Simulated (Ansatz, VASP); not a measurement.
**Two plane-wave programs on Ti**

```xyz
2
Lattice="2.9500 0.0000 0.0000 -1.4750 2.5548 0.0000 0.0000 0.0000 4.6860" Properties=species:S:1:pos:R:3 pbc="T T T"
Ti    0.0000    1.7032    1.1715
Ti    1.4750    0.8516    3.5145
```

Alike in both runs: task electric field gradients; functional LDA; k mesh 13 × 13 × 7; occupations fermi-dirac, width 0.08 eV; no spin polarisation.

|  | VASP | Ansatz |
| --- | --- | --- |
| version | VASP 6.6.1 | Ansatz 0.2.0 |
| potentials or method | VASP PAW LDA potentials, release 64 (Ti_sv) | PAW with Ansatz's default frozen-core files, scalar-relativistic |
| plane-wave cutoff (eV) | 520 | 420 |
| valence electrons in the cell | 24 | 24 |

|  | VASP | Ansatz | Ansatz less VASP |
| --- | --- | --- | --- |
| pressure (GPa) | -9.9 | -9.9 | +0.06 |
| largest component of the traceless stress (GPa) | 0.35 | 0.36 | +0.009 |
| Vzz of the field gradient on the site that differs most (V/Å²) | 17.0 | 18.4 | +1.41 |
